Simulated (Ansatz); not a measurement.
Cubic perovskite LaAlO3 (cubic high-temperature phase)

These are PBE+SOC (Ansatz, a quantum-chemistry and plane-wave program, plane waves, PAW) values and carry that method's errors.

Run with plane-wave cutoff 520 eV, 10×10×10 k mesh, Fermi–Dirac smearing 0.01 eV, PAW data made under PBE.

Cell (relaxed at this level):

```xyz
5
Lattice="3.8125 0.0000 0.0000 0.0000 3.8125 0.0000 0.0000 0.0000 3.8125" Properties=species:S:1:pos:R:3 pbc="T T T"
La     0.0000     0.0000     0.0000
Al     1.9062     1.9062     1.9062
O      1.9062     0.0000     1.9062
O      0.0000     1.9062     1.9062
O      1.9062     1.9062     0.0000
```

- bulk modulus B0 = 192 GPa
- band gap = 3.49 eV (indirect)
- smallest direct gap on the k points sampled = 3.58 eV
- pressure derivative B′ of the bulk modulus = 4.2

Measured, for comparison: bulk modulus 215 ± 4 GPa (room temperature, not corrected to a static lattice, cubic phase above 14 GPa, extrapolated to zero pressure; as tabulated in Guennou et al. (2011), arXiv:1105.1276). Computed (rounded) less measured: bulk modulus -11 %.

Note: the relaxation could not lower the start's symmetry, so the cell can be a saddle point above a distorted one.

The computed numbers hold no vibrational or temperature effects.

Cost on a shared machine: about 6 core-minutes (a rough figure).
